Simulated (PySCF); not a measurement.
**[C2H3O2]-: core ionisation energies**

Species: acetate ion, C₂H₃O₂ (charge -1).
Numbering: `[CH3:1][C:2](=[O:3])[O-:4]`

Theory: PySCF 2.14.0, delta-SCF UKS SCAN, pcX-2 on the ionised atom, pcseg-1 elsewhere, spin-free X2C. These are vertical core ionisation energies against the vacuum level, from separate self-consistent calculations with and without the core hole.

Question: What binding energy does each computed site have?

Answer: 
```json
{"atom(s)": "C1", "bonded to": "C and 3 H", "level": "C 1s", "binding energy (eV)": "285.34", "above the level's lowest (eV)": "0.00", "count": "1"}
{"atom(s)": "C2", "bonded to": "2 O and C", "level": "C 1s", "binding energy (eV)": "287.54", "above the level's lowest (eV)": "+2.20", "count": "1"}
{"atom(s)": "O3/O4", "bonded to": "C", "level": "O 1s", "binding energy (eV)": "530.40", "above the level's lowest (eV)": "0.00", "count": "2"}
```

Lowest listed C 1s: C1, bonded to C and 3 H. Highest, 2.20 eV above it: C2, bonded to 2 O and C. Summing the Pauling electronegativity differences to the bonded atoms, each weighted by its formal bond order, gives -1.05 for the lowest site and +2.67 for the highest.

Question: Which photon energy gives electrons from C 1s of C2 a kinetic energy of 100 eV, and what is their de Broglie wavelength?

Answer: hν = 287.54 + 100 = 387.54 eV, recoil neglected; λ = 12.264 Å/√(E/eV) = 1.23 Å.

Question: Express the binding energy of C 1s of C2 in atomic units and per mole.

Answer: 287.54 eV = 10.5669 Eh = 27743 kJ/mol.

One atom of each set of topologically equivalent atoms was ionised and stands for the set; in this conformer not all members are related by symmetry, and their own values weren't computed. The species carries charge -1, so core ionisation leaves a neutral species. The basis sets have no added diffuse functions. Isolated species at its GFN2-xTB geometry, gas phase.

Time: 8.0 s of wall time. Hardware: one thread, Arm Neoverse V2, no GPU (shared host).
